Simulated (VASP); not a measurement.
# InP (F-43m) in VASP: notebook, part 2 of 2

VASP 6.6.1. The steps go on from the part before.

## (4) Single point, PBE+D4

This run uses another cell than the first one, of 24.16 Å³/atom, 1.021 times its volume.

INCAR

```
ALGO = Normal ; EDIFF = 1E-7
ENCUT = 520 ; GGA = PE
ISIF = 2 ; ISMEAR = -1
IVDW = 13 ; LASPH = T
LCHARG = F ; LREAL = F
LWAVE = F ; NBANDS = 16
NELM = 60 ; PREC = Accurate
SIGMA = 0.05
```

KPOINTS

```
k-points
0
Gamma
  8 8 8
```

POSCAR

```
InP
1.0
    0.0000000000      2.8908937935      2.8908937935
    2.8908937935      0.0000000000      2.8908937935
    2.8908937935      2.8908937935      0.0000000000
In P
1 1
Direct
    0.0000000000      0.0000000000      0.0000000000
    0.7500000000      0.7500000000      0.7500000000
```

Potentials or basis: VASP PAW PBE potentials, release 64 (In_d, P).

On the command line:

```
cat potpaw_PBE.64/In_d/POTCAR potpaw_PBE.64/P/POTCAR > POTCAR
mpirun -np 1 vasp_std > vasp.out
```

OUTCAR:

```text
EDIFF = 1E-7
   ENCUT = 520
   GGA = PE
   ISIF = 2
   ISMEAR = -1
   IVDW = 13
   LASPH = T
   LREAL = F
   NELM = 60
   PREC = Accurate

 ion  position               nearest neighbor table
   1  0.000  0.000  0.000-   2 2.50   2 2.50   2 2.50   2 2.50
   2  0.750  0.750  0.750-   1 2.50   1 2.50   1 2.50   1 2.50

  LATTYP: Found a face centered cubic cell.
 ALAT       =     5.7817875870

  Lattice vectors:

 A1 = (   0.0000000000,   2.8908937935,   2.8908937935)
 A2 = (   2.8908937935,   0.0000000000,   2.8908937935)
 A3 = (   2.8908937935,   2.8908937935,   0.0000000000)

Analysis of symmetry for initial positions (statically):
=====================================================================
 Subroutine PRICEL returns:
 Original cell was already a primitive cell.

 Routine SETGRP: Setting up the symmetry group for a
 face centered cubic supercell.

 Subroutine GETGRP returns: Found 24 space group operations
 (whereof 24 operations were pure point group operations)
 out of a pool of 48 trial point group operations.

The static configuration has the point symmetry T_d .

Analysis of symmetry for dynamics (positions and initial velocities):
[... 159 lines left out ...]

 val. band max:        5.6477898534   @ k =   0.0000   0.0000   0.0000
 cond. band min:       6.5816912138   @ k =   0.0000   0.0000   0.0000
 fundamental gap:      0.9339013604
 Fermi energy:         6.1451428094

 k-point     1 :       0.0000    0.0000    0.0000
  band No.  band energies     occupation
      1      -8.6280      2.00000
      2      -8.6280      2.00000
      3      -8.6280      2.00000
      4      -8.4542      2.00000
      5      -8.4542      2.00000
      6      -6.1580      2.00000
[... 433 lines left out ...]
      3      -8.5493      2.00000
      4      -8.4610      2.00000
      5      -8.4393      2.00000
      6      -3.9528      2.00000
[... 8 lines left out ...]
     15      16.4620      0.00000
     16      17.1398      0.00000

 [... further k-points ...]

------------------------ aborting loop because EDIFF is reached ----------------------------------------

  DFT-D4 for vdW energy calculation

  Edisp (eV):   -0.70395

  FORCE on cell =-STRESS in cart. coord.  units (eV):
  Direction    XX          YY          ZZ          XY          YZ          ZX
  --------------------------------------------------------------------------------------
  -------------------------------------------------------------------------------------
  Total       1.24929     1.24929     1.24929    -0.00000    -0.00000    -0.00000
  in kB      41.42352    41.42352    41.42352    -0.00000    -0.00000    -0.00000
  external pressure =       41.42 kB  Pullay stress =        0.00 kB

 VOLUME and BASIS-vectors are now :
 -----------------------------------------------------------------------------
  energy-cutoff  :      520.00
  volume of cell :       48.32
      direct lattice vectors                 reciprocal lattice vectors
     0.000000000  2.890893794  2.890893794    -0.172956890  0.172956890  0.172956890
     2.890893794  0.000000000  2.890893794     0.172956890 -0.172956890  0.172956890
     2.890893794  2.890893794  0.000000000     0.172956890  0.172956890 -0.172956890

 POSITION                                       TOTAL-FORCE (eV/Angst)
 -----------------------------------------------------------------------------------
      0.00000      0.00000      0.00000         0.000000      0.000000      0.000000
      4.33634      4.33634      4.33634        -0.000000     -0.000000     -0.000000
 -----------------------------------------------------------------------------------
    total drift:                                0.000000      0.000000      0.000000

  FREE ENERGIE OF THE ION-ELECTRON SYSTEM (eV)
  ---------------------------------------------------
  free  energy   TOTEN  =        -9.0228432145 eV

  energy  without entropy=       -9.0228425476  energy(sigma->0) =       -9.02284288
```

OSZICAR:

```text
N       E                     dE             d eps       ncg     rms          rms(c)
DAV:   1     0.115412219105E+03    0.11541E+03   -0.84288E+03   936   0.125E+03
DAV:   2    -0.616750906534E+00   -0.11603E+03   -0.11124E+03  1000   0.309E+02
DAV:   3    -0.855015214042E+01   -0.79334E+01   -0.78980E+01  1200   0.780E+01
DAV:   4    -0.875077129960E+01   -0.20062E+00   -0.20056E+00  1192   0.132E+01
DAV:   5    -0.876050839618E+01   -0.97371E-02   -0.97369E-02  1352   0.258E+00    0.609E+00
DAV:   6    -0.835226082691E+01    0.40825E+00   -0.62279E-01  1504   0.135E+01    0.366E+00
DAV:   7    -0.831792596768E+01    0.34335E-01   -0.17590E-01  1352   0.352E+00    0.130E+00
DAV:   8    -0.831807615956E+01   -0.15019E-03   -0.17583E-02  1176   0.159E+00    0.394E-01
DAV:   9    -0.831867697057E+01   -0.60081E-03   -0.13768E-03  1144   0.382E-01    0.176E-01
DAV:  10    -0.831882413917E+01   -0.14717E-03   -0.27749E-04  1424   0.246E-01    0.114E-01
DAV:  11    -0.831889575785E+01   -0.71619E-04   -0.12236E-04  1088   0.105E-01    0.499E-02
DAV:  12    -0.831889513033E+01    0.62751E-06   -0.90518E-06  1128   0.300E-02    0.139E-02
DAV:  13    -0.831889545827E+01   -0.32793E-06   -0.15006E-06  1104   0.614E-03    0.103E-02
DAV:  14    -0.831889555936E+01   -0.10109E-06   -0.21038E-07  1208   0.460E-03    0.186E-03
DAV:  15    -0.831889557989E+01   -0.20534E-07   -0.12707E-08   744   0.111E-03
   1 F= -.90228432E+01 E0= -.90228429E+01  d E =-.666960E-06
```

stdout:

```text
POSCAR found type information on POSCAR InP
 POSCAR found :  2 types and       2 ions
 scaLAPACK will be used
 LDA part: xc-table for (Slater+PW92), standard interpolation
 POSCAR, INCAR and KPOINTS ok, starting setup
 FFT: planning ... GRIDC
 FFT: planning ... GRID_SOFT
 FFT: planning ... GRID
 WAVECAR not read
 entering main loop
```

It took 13 s on 1 thread of AMD EPYC 9R45 (Zen 5), shared host; peak memory 0.15 GiB.

Results:

```yaml
Free_energy: -9.0228 eV
Pressure: 4.1 GPa
Band_gap_on_the_k_mesh: 0.93 eV, direct
Dispersion_energy_per_atom: -0.352 eV
```

Levels at points of the mesh, in eV from the valence-band top:
```
           k point  band 5  band 6  band 7  band 8  band 9  band 10  band 11  band 12  band 13  band 14
(0.00, 0.00, 0.00)  -14.10  -11.81    0.00    0.00    0.00     0.93     4.09     4.09     4.09     8.77
(0.50, 0.00, 0.00)  -14.09   -9.94   -5.95   -1.03   -1.03     1.60     4.81     4.81     7.18     9.67
(0.50, 0.50, 0.00)  -14.06   -9.24   -5.93   -2.46   -2.46     1.69     2.26     9.47     9.87     9.87
```

Caveat: spin-orbit coupling is left out, which moves the levels of the heavy elements.

## (5) Single point, PBE+D4

This run uses another cell than the first one, of 24.66 Å³/atom, 1.043 times its volume.

INCAR

```
PREC = Accurate
ENCUT = 520
EDIFF = 1E-7
ISMEAR = -1
SIGMA = 0.05
LREAL = False
LASPH = True
NELM = 80
ALGO = Normal
ISIF = 2
LWAVE = False
LCHARG = False
GGA = PE
IVDW = 13
NBANDS = 16
```

KPOINTS

```
Automatic mesh
0
Gamma
  8 8 8
```

POSCAR

```
InP
1.0
    0.0000000000      2.9108316221      2.9108316221
    2.9108316221      0.0000000000      2.9108316221
    2.9108316221      2.9108316221      0.0000000000
In P
1 1
Direct
    0.0000000000      0.0000000000      0.0000000000
    0.7500000000      0.7500000000      0.7500000000
```

On the command line:

```
cat potpaw_PBE.64/In_d/POTCAR potpaw_PBE.64/P/POTCAR > POTCAR
mpirun -np 1 vasp_std > vasp.out
```

It took 14 s on 1 thread of AMD EPYC 9R45 (Zen 5), shared host; peak memory 0.15 GiB.

The run converged. Its results:

```
Free energy                : -9.0438 eV
Pressure                   : 2.5 GPa
Band gap on the k mesh     : 0.82 eV, direct
Dispersion energy per atom : -0.344 eV
```

Levels at points of the mesh, in eV from the valence-band top:
| k point | band 5 | band 6 | band 7 | band 8 | band 9 | band 10 | band 11 | band 12 | band 13 | band 14 |
| --- | --- | --- | --- | --- | --- | --- | --- | --- | --- | --- |
| (0.00, 0.00, 0.00) | -14.07 | -11.66 | 0.00 | 0.00 | 0.00 | 0.82 | 4.09 | 4.09 | 4.09 | 8.68 |
| (0.50, 0.00, 0.00) | -14.05 | -9.87 | -5.84 | -1.00 | -1.00 | 1.55 | 4.81 | 4.81 | 7.14 | 9.57 |
| (0.50, 0.50, 0.00) | -14.03 | -9.19 | -5.84 | -2.39 | -2.39 | 1.73 | 2.27 | 9.34 | 9.73 | 9.73 |

Caveat: spin-orbit coupling is left out, which moves the levels of the heavy elements.

## (6) Single point, revPBE

This run uses another cell than the first one, of 24.16 Å³/atom, 1.021 times its volume.

INCAR

```
SYSTEM = InP
PREC = Accurate ; ENCUT = 520
EDIFF = 1E-6 ; ISMEAR = -1
SIGMA = 0.05 ; LREAL = .False.
LASPH = .True. ; NELM = 80
ALGO = Normal ; ISIF = 2
LWAVE = .False. ; LCHARG = .False.
GGA = RE ; NBANDS = 16
```

KPOINTS

```
Automatic mesh
0
Gamma
  8 8 8
  0 0 0
```

POSCAR

```
InP
1.0
    0.0000000000      2.8908937935      2.8908937935
    2.8908937935      0.0000000000      2.8908937935
    2.8908937935      2.8908937935      0.0000000000
In P
1 1
Direct
    0.0000000000      0.0000000000      0.0000000000
    0.7500000000      0.7500000000      0.7500000000
```

Potentials or basis: VASP PAW PBE potentials, release 64 (In_d, P).

On the command line:

```
cat potpaw_PBE.64/In_d/POTCAR potpaw_PBE.64/P/POTCAR > POTCAR
mpirun -np 1 vasp_std > vasp.out
```

Wall time 12 s (1 thread of AMD EPYC 9R45 (Zen 5), shared host); peak memory 0.15 GiB.

Results (log left out):

| Quantity | Value |
| --- | --- |
| Free energy | -7.7122 eV |
| Pressure | 8.0 GPa |
| Band gap on the k mesh | 1.03 eV, direct |

Levels at points of the mesh, in eV from the valence-band top:
```csv
k point,band 6,band 7,band 8,band 9,band 10,band 11,band 12,band 13
"(0.00, 0.00, 0.00)",-11.78,0.00,0.00,0.00,1.03,4.12,4.12,4.12
"(0.50, 0.00, 0.00)",-9.93,-5.92,-1.03,-1.03,1.67,4.84,4.84,7.29
"(0.50, 0.50, 0.00)",-9.23,-5.90,-2.45,-2.45,1.77,2.32,9.58,9.91
```

Caveat: the PAW data sets were made with another functional, which shifts forces and pressure a little; spin-orbit coupling is left out, which moves the levels of the heavy elements.

## (7) The runs side by side

| level | cell | gap on the mesh (eV) | pressure (GPa) |
| --- | --- | --- | --- |
| revPBE | a = 4.060 Å, angles 60.0°, 2 atoms | 1.14 | 10.0 |
| BLYP+D3(BJ) | a = 4.060 Å, angles 60.0°, 2 atoms | 0.98 | 6.6 |
| PBE+D4 | a = 4.088 Å, angles 60.0°, 2 atoms | 0.93 | 4.1 |
| PBE+D4 | a = 4.117 Å, angles 60.0°, 2 atoms | 0.82 | 2.5 |
| revPBE | a = 4.088 Å, angles 60.0°, 2 atoms | 1.03 | 8.0 |

Alike in all rows: task single point; potentials or basis VASP PAW PBE potentials, release 64 (In_d, P); no spin polarisation; k mesh 8 × 8 × 8; cutoff (eV) 520; smearing fermi-dirac 0.05 eV.

Caveats: spin-orbit coupling is left out, which moves the levels of the heavy elements; the PAW data sets were made with another functional, which shifts forces and pressure a little (some runs).

Absolute energies hang on the potentials; compare differences alone.

## (8) Against experiment

Step 5. Against the measured gap of InP, 1.4236 eV (direct; 1.6 K; a printed reference work, data compilation), the calculated 0.82 eV is off by -0.60 eV. Spin-orbit coupling on In is left out. The value is that of PBE+D4, without temperature or zero-point motion. Semilocal functionals fall short of measured gaps as a rule.
